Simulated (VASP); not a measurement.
# Si (Fd-3m) in VASP: settings compared

One crystal, Si, is run at these levels: PBE, LDA; tasks: relaxation of cell and atoms.

Everything below comes from runs of VASP 6.6.1. Logs are shortened: lines on timing, memory, paths and dates and some standing lists are left out, and cuts for length are marked.

## 1. The structure

The structure is cubic, space group Fd-3m (No. 227). Conventional cell: a = 5.427 Å, b = 5.427 Å, c = 5.427 Å, α = 90.00°, β = 90.00°, γ = 90.00°. Si (site symmetry -43m) has 4 Si at 2.35 Å as nearest neighbours.

## 2. Relaxation of cell and atoms, PBE

Contents of INCAR:

```
SYSTEM = Si
  PREC = Accurate
  ENCUT = 600
  EDIFF = 1E-6
  ISMEAR = 0
  SIGMA = 0.03
  LREAL = .False.
  LASPH = .True.
  NELM = 80
  ALGO = Normal
  ISIF = 3
  LWAVE = .False.
  LCHARG = .False.
  GGA = PE
  IBRION = 2
  NSW = 90
  EDIFFG = -0.01
```

Contents of KPOINTS:

```
Automatic mesh
0
Gamma
  12 12 12
  0 0 0
```

Contents of POSCAR:

```
Si
1.0
    0.0000000000      2.7135600000      2.7135600000
    2.7135600000      0.0000000000      2.7135600000
    2.7135600000      2.7135600000      0.0000000000
Si
2
Direct
    0.7500000000      0.7500000000      0.7500000000
    0.5000000000      0.5000000000      0.5000000000
```

Potentials or basis: VASP PAW PBE potentials, release 64 (Si).

On the command line:

```console
cat potpaw_PBE.64/Si/POTCAR > POTCAR
mpirun -np 1 vasp_std > vasp.out
```

OUTCAR:

```text
SYSTEM = Si
   PREC = Accurate
   ENCUT = 600
   EDIFF = 1E-6
   ISMEAR = 0
   LREAL = .False.
   LASPH = .True.
   NELM = 80
   ISIF = 3
   GGA = PE
   IBRION = 2
   NSW = 90
   EDIFFG = -0.01

 ion  position               nearest neighbor table
   1  0.750  0.750  0.750-   2 2.35   2 2.35   2 2.35   2 2.35
   2  0.500  0.500  0.500-   1 2.35   1 2.35   1 2.35   1 2.35

  LATTYP: Found a face centered cubic cell.
 ALAT       =     5.4271200000

  Lattice vectors:

 A1 = (   0.0000000000,   2.7135600000,   2.7135600000)
 A2 = (   2.7135600000,   0.0000000000,   2.7135600000)
 A3 = (   2.7135600000,   2.7135600000,   0.0000000000)

Analysis of symmetry for initial positions (statically):
=====================================================================
 Subroutine PRICEL returns:
 Original cell was already a primitive cell.

 Routine SETGRP: Setting up the symmetry group for a
 face centered cubic supercell.

 Subroutine GETGRP returns: Found 48 space group operations
 (whereof 24 operations were pure point group operations)
 out of a pool of 48 trial point group operations.

The static configuration has the point symmetry T_d .
 The point group associated with its full space group is O_h .

Analysis of symmetry for dynamics (positions and initial velocities):
=====================================================================
 Subroutine PRICEL returns:
 Original cell was already a primitive cell.

 Routine SETGRP: Setting up the symmetry group for a
 face centered cubic supercell.

 Subroutine GETGRP returns: Found 48 space group operations
 (whereof 24 operations were pure point group operations)
 out of a pool of 48 trial point group operations.

The dynamic configuration has the point symmetry T_d .
 The point group associated with its full space group is O_h .

 Subroutine INISYM returns: Found 48 space group operations
 (whereof 24 operations are pure point group operations),
 and found     1 'primitive' translations

----------------------------------------------------------------------------------------

                                     Primitive cell

  volume of cell :      39.9621

  direct lattice vectors                    reciprocal lattice vectors
     0.000000000  2.713560000  2.713560000    -0.184259792  0.184259792  0.184259792
     2.713560000  0.000000000  2.713560000     0.184259792 -0.184259792  0.184259792
     2.713560000  2.713560000  0.000000000     0.184259792  0.184259792 -0.184259792

  length of vectors
     3.837553354  3.837553354  3.837553354     0.319147321  0.319147321  0.319147321

  position of ions in fractional coordinates (direct lattice)
     0.750000000  0.750000000  0.750000000
     0.500000000  0.500000000  0.500000000

  ion indices of the primitive-cell ions
   primitive index   ion index
                 1           1
                 2           2

----------------------------------------------------------------------------------------

 KPOINTS: Automatic mesh

Automatic generation of k-mesh.
 Grid dimensions read from file:
 generate k-points for:   12   12   12

 Generating k-lattice:

  Cartesian coordinates                     Fractional coordinates (reciprocal lattice)
    -0.015354983  0.015354983  0.015354983     0.083333333  0.000000000  0.000000000
     0.015354983 -0.015354983  0.015354983     0.000000000  0.083333333  0.000000000
     0.015354983  0.015354983 -0.015354983     0.000000000  0.000000000  0.083333333

  Length of vectors
     0.026595610  0.026595610  0.026595610

  Shift w.r.t. Gamma in fractional coordinates (k-lattice)
     0.000000000  0.000000000  0.000000000

 Subroutine IBZKPT returns following result:
 ===========================================

 Found     72 irreducible k-points:

 Following reciprocal coordinates:
            Coordinates               Weight
  0.000000  0.000000  0.000000      1.000000
  0.083333  0.000000  0.000000      8.000000
  0.166667  0.000000  0.000000      8.000000
  0.250000  0.000000  0.000000      8.000000
  0.333333  0.000000  0.000000      8.000000
  0.416667  0.000000  0.000000      8.000000
[... 16 lines left out ...]
  0.500000  0.166667  0.000000     24.000000
 -0.416667  0.166667  0.000000     24.000000
 [... further k-points ...]
   k-points           NKPTS =     72   k-points in BZ     NKDIM =     72   number of bands    NBANDS=      8
   number of dos      NEDOS =    301   number of ions     NIONS =      2
   total plane-waves  NPLWV =  32768
   dimension x,y,z NGX =    32 NGY =   32 NGZ =   32
   dimension x,y,z NGXF=    64 NGYF=   64 NGZF=   64
   ions per type =               2
   NGX,Y,Z   is equivalent  to a cutoff of  13.86, 13.86, 13.86 a.u.
   NGXF,Y,Z  is equivalent  to a cutoff of  27.73, 27.73, 27.73 a.u.
 SYSTEM =  Si
   PREC   = accura    normal or accurate (medium, high low for compatibility)
   ISTART =      0    job   : 0-new  1-cont  2-samecut
   ICHARG =      2    charge: 1-file 2-atom 10-const
   ISPIN  =      1    spin polarized calculation?
   LNONCOLLINEAR =      F non collinear calculations
   LSORBIT =      F    spin-orbit coupling
   LASPH  =      T    aspherical Exc in radial PAW
   ENCUT  =  600.0 eV  44.10 Ry    6.64 a.u.   7.66  7.66  7.66*2*pi/ulx,y,z
   NELM   =     80;   NELMIN=  2; NELMDL= -5     # of ELM steps
   EDIFF  = 0.1E-05   stopping-criterion for ELM
   LREAL  =      F    real-space projection
   EDIFFG = -.1E-01   stopping-criterion for IOM
   NSW    =     90    number of steps for IOM
   IBRION =      2    ionic relax: 0-MD 1-quasi-New 2-CG
   NFREE  =      1    steps in history (QN), initial steepest desc. (CG)
   ISIF   =      3    stress and relaxation
   ISYM   =      2    0-nonsym 1-usesym 2-fastsym
   POTIM  = 0.5000    time-step for ionic-motion
   TEBEG  =    0.0;   TEEND  =   0.0 temperature during run
   PSTRESS=    0.0 pullay stress
   NELECT =       8.0000    total number of electrons
   NUPDOWN=      -1.0000    fix difference up-down
   EMIN   =  10.00;   EMAX   =-10.00  energy-range for DOS
   EFERMI =   0.00;   METHOD = LEGACY
   ISMEAR =     0;   SIGMA  =   0.03  broadening in eV -4-tet -1-fermi 0-gaus
   EFERMI_NEDOS =   21; number of points for ismear=-14 and -15
   IALGO  =     38    algorithm
   IMIX   =      4    mixing-type and parameters
     AMIX     =   0.40;   BMIX     =  1.00
     AMIX_MAG =   1.60;   BMIX_MAG =  1.00
  volume/ion in A,a.u.               =      19.98       134.84
  Fermi-wavevector in a.u.,A,eV,Ry     =   0.957684  1.809760 12.478691  0.917158
  Thomas-Fermi vector in A             =   2.086724
   LORBIT       =      0    0 simple, 1 ext, 2 COOP (PROOUT), +10 PAW based schemes
   GGA     = PE    functional components
   LHFCALC =     F    Hartree Fock is set to
   AEXX    =    0.0000 exact exchange contribution
   IVDW    =     0    specifies the selected vdW correction
   LEPSILON=     F    determine dielectric tensor
   LRPA    =     F    only Hartree local field effects (RPA)
 conjugate gradient relaxation of ions
 non-spin polarized calculation
 Gauss-broadening in eV      SIGMA  =   0.03
  energy-cutoff  :      600.00
  volume of cell :       39.96
 maximum number of plane-waves:      1363
   NGX = 15   NGY = 15   NGZ = 15

--------------------------------------- Ionic step        1  -------------------------------------------

 number of electron       7.9999999 magnetization

 Free energy of the ion-electron system (eV)
  ---------------------------------------------------
  ext. energy  EPLUGINS =         0.00000000
  ---------------------------------------------------
  free energy    TOTEN  =       -10.84383674 eV

  energy without entropy =      -10.84383674  energy(sigma->0) =      -10.84383674

------------------------ aborting loop because EDIFF is reached ----------------------------------------

  FORCE on cell =-STRESS in cart. coord.  units (eV):
  Direction    XX          YY          ZZ          XY          YZ          ZX
  --------------------------------------------------------------------------------------
  -------------------------------------------------------------------------------------
  Total        0.5351765      0.5351765      0.5351765     -0.0000000      0.0000000     -0.0000000
  in kB       21.4565212     21.4565212     21.4565212     -0.0000000      0.0000000     -0.0000000
  external PRESSURE =      21.4565212 kB  Pullay stress =       0.0000000 kB
[... 57 lines left out ...]
  energy  without entropy=      -10.8471391275  energy(sigma->0) =      -10.84713913

--------------------------------------- Ionic step        3  -------------------------------------------

 number of electron       8.0000000 magnetization

 Free energy of the ion-electron system (eV)
  ---------------------------------------------------
  ext. energy  EPLUGINS =         0.00000000
  ---------------------------------------------------
  free energy    TOTEN  =       -10.84987376 eV

  energy without entropy =      -10.84987376  energy(sigma->0) =      -10.84987376

 E-fermi :   5.7968     XC(G=0):  -9.3275

 val. band max:        5.6166038484   @ k =   0.0000   0.0000   0.0000
 cond. band min:       6.2269141602   @ k =   0.4167   0.4167   0.0000
 fundamental gap:      0.6103103118
 Fermi energy:         5.7968348981

 k-point     1 :       0.0000    0.0000    0.0000
  band No.  band energies     occupation
      1      -6.1984      2.00000
      2       5.6166      2.00000
      3       5.6166      2.00000
      4       5.6166      2.00000
      5       8.1736      0.00000
      6       8.1736      0.00000
      7       8.1736      0.00000
      8       8.7514      0.00000
[... 243 lines left out ...]
 k-point    24 :      -0.4167    0.1667    0.0000
  band No.  band energies     occupation
      1      -3.6494      2.00000
      2      -1.0623      2.00000
      3       2.6770      2.00000
      4       4.0554      2.00000
      5       7.7921      0.00000
      6       9.6381      0.00000
      7       9.9993      0.00000
      8      13.5140      0.00000

 [... further k-points ...]
[... 5 lines left out ...]
  --------------------------------------------------------------------------------------
  -------------------------------------------------------------------------------------
  Total        0.0013233      0.0013233      0.0013233     -0.0000000     -0.0000000     -0.0000000
  in kB        0.0518544      0.0518544      0.0518544     -0.0000000     -0.0000000     -0.0000000
  external PRESSURE =       0.0518544 kB  Pullay stress =       0.0000000 kB
[... 17 lines left out ...]
  FREE ENERGIE OF THE ION-ELECTRON SYSTEM (eV)
  ---------------------------------------------------
  free  energy   TOTEN  =       -10.8498737633 eV

  energy  without entropy=      -10.8498737633  energy(sigma->0) =      -10.84987376

 reached required accuracy - stopping structural energy minimisation
```

Run time: 16 s. Hardware: 1 thread of Intel Xeon 6975P-C (Granite Rapids), shared host; peak memory 0.18 GiB.

Results:

```
Free energy                            : -10.8499 eV
Relaxed volume                         : 20.44 Å³/atom
Relaxed cell                           : a = 3.867 Å, b = 3.867 Å, c = 3.867 Å, α = 60.00°, β = 60.00°, γ = 60.00°
Space group after relaxing (to 0.05 Å) : Fd-3m (No. 227)
Energy gained by relaxing              : 3.0 meV/atom
Ionic steps                            : 3
Pressure after relaxing                : 0.0 GPa
Band gap on the k mesh                 : 0.61 eV, indirect (least direct gap 2.56 eV)
```

Step by step:
```
step  energy change (eV)  largest force (eV/Å)  pressure (GPa)  volume (Å³)
   1              0.0000                0.0000            2.15        39.96
   2             -0.0033                0.0000           -1.34        41.53
   3             -0.0060                0.0000            0.01        40.89
```

Final structure:
```cif
data_structure
_symmetry_space_group_name_H-M 'P 1'
_symmetry_Int_Tables_number 1
_cell_length_a 3.8669
_cell_length_b 3.8669
_cell_length_c 3.8669
_cell_angle_alpha 60.000
_cell_angle_beta 60.000
_cell_angle_gamma 60.000
_cell_volume 40.89
loop_
_atom_site_label
_atom_site_type_symbol
_atom_site_fract_x
_atom_site_fract_y
_atom_site_fract_z
_atom_site_occupancy
Si1 Si 0.75000 0.75000 0.75000 1
Si2 Si 0.50000 0.50000 0.50000 1
```

Levels at points of the mesh, in eV from the valence-band top:
```
           k point  band 1  band 2  band 3  band 4  band 5  band 6  band 7  band 8
(0.00, 0.00, 0.00)  -11.82    0.00    0.00    0.00    2.56    2.56    2.56    3.13
(0.50, 0.00, 0.00)   -9.54   -6.87   -1.18   -1.18    1.47    3.35    3.35    7.70
(0.50, 0.50, 0.00)   -7.75   -7.75   -2.79   -2.79    0.75    0.75    9.94    9.94
```

A k mesh can miss the band edges. PBE usually gives volumes a little too large and moduli too small.

## 3. Relaxation of cell and atoms, PBE

This run uses another cell than the first one, of 20.44 Å³/atom, 1.023 times its volume.

Changes to INCAR since step 2:

```diff
@@ -3,3 +3,3 @@
   ENCUT = 600
-  EDIFF = 1E-6
+  EDIFF = 1E-7
   ISMEAR = 0
@@ -16,2 +16,2 @@
   NSW = 90
-  EDIFFG = -0.01
+  EDIFFG = -0.005
```

KPOINTS is that of step 2.

Contents of POSCAR:

```
Si                                      
1.0
    0.0000000000      2.7343000012      2.7343000012
    2.7343000012     -0.0000000000      2.7343000012
    2.7343000012      2.7343000012      0.0000000000
  Si            
     2
Direct
     0.7500000000000000    0.7500000000000000    0.7500000000000000
     0.5000000000000000    0.5000000000000000    0.5000000000000000
```

Potentials or basis: VASP PAW PBE potentials, release 64 (Si).

On the command line:

```console
cat potpaw_PBE.64/Si/POTCAR > POTCAR
mpirun -np 1 vasp_std > vasp.out
```

It took 8.7 s on 1 thread of Intel Xeon 6975P-C (Granite Rapids), shared host; peak memory 0.17 GiB.

It converged, with:

```yaml
Free_energy: -10.8499 eV
Pressure_after_relaxing: 0.0 GPa
Band_gap_on_the_k_mesh: 0.61 eV, indirect (least direct gap 2.56 eV)
```

Final structure:
```cif
data_structure
_symmetry_space_group_name_H-M 'P 1'
_symmetry_Int_Tables_number 1
_cell_length_a 3.8669
_cell_length_b 3.8669
_cell_length_c 3.8669
_cell_angle_alpha 60.000
_cell_angle_beta 60.000
_cell_angle_gamma 60.000
_cell_volume 40.89
loop_
_atom_site_label
_atom_site_type_symbol
_atom_site_fract_x
_atom_site_fract_y
_atom_site_fract_z
_atom_site_occupancy
Si1 Si 0.75000 0.75000 0.75000 1
Si2 Si 0.50000 0.50000 0.50000 1
```

Levels at points of the mesh, in eV from the valence-band top:
```csv
k point,band 2,band 3,band 4,band 5,band 6,band 7
"(0.00, 0.00, 0.00)",0.00,0.00,0.00,2.56,2.56,2.56
"(0.50, 0.00, 0.00)",-6.87,-1.18,-1.18,1.47,3.35,3.35
"(0.50, 0.50, 0.00)",-7.75,-2.79,-2.79,0.75,0.75,9.94
```

Caveat: the relaxation stopped at its first step, so nothing moved. PBE gaps usually lie below the measured ones, often by a third to a half.

(Part 1 of 3 ends here.)
